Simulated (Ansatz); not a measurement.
# All-electron card of AgI

```
CELL_PARAMETERS angstrom
4.58000 0.00000 0.00000
-2.29000 3.96640 0.00000
0.00000 0.00000 7.51000
ATOMIC_POSITIONS crystal
Ag 0.33333 0.66667 0.00000
Ag 0.66667 0.33333 0.50000
I 0.33333 0.66667 0.37500
I 0.66667 0.33333 0.87500
```

Atom numbers follow the list: Ag1, Ag2, I3, I4.

The cell is COD entry 1011050, as deposited and not checked against the literature; nothing was relaxed. It is an old determination, and later ones may differ.

No spin–orbit coupling, which matters for the heavy atoms here.

Levels of theory: DFT, PBE, all-electron LAPW, scalar-relativistic (Ansatz 0.2.0); DFT, PBE, PAW with Ansatz's default frozen-core files, scalar-relativistic (Ansatz 0.2.0); DFT, PBE, all-electron PAW with datasets made for the crystal, scalar-relativistic (Ansatz 0.2.0).

For LAPW: a Γ-centred 8×8×4 k mesh, Fermi–Dirac smearing of 0.01 eV, basis error target 0.5 meV/atom, no spin polarisation. PAW takes a cutoff of 420 eV at this cell. The crystal-made all-electron datasets (AE datasets) take a cutoff of 240 eV at this cell. The Ansatz runs share mesh, smearing and spin set-up. Values come from LAPW unless marked.

Spin–orbit coupling is left out, which moves gradients at and beside heavy atoms by some per cent and at worst by a factor of two.

* Pressure at this cell: 2.03 GPa
* Stress xx, yy, zz (compression positive): 2.08, 2.08, 1.93 GPa
* Field gradients Vzz (crystal-made datasets): Ag1 0.16 (η = 0.00), I3 0.40 (η = 0.00) in 10²¹ V/m²
* Largest force: 0.020 eV/Å on I3
* Volume per atom: 34.11 Å³

(1) Predict this quantity. Bader charges (from the PAW run).

(2) Predict this quantity. Löwdin charges (with 0.26 e of the cell spilling out of the atomic basis, so their sizes and signs hang on that basis).

(3) Give the computed value. Band gap.

Answers

(1) Ag1 +0.26, I3 -0.26 e.

(2) Ag1 0.46, I3 -0.33 e.

(3) 1.36 eV, direct at Γ.
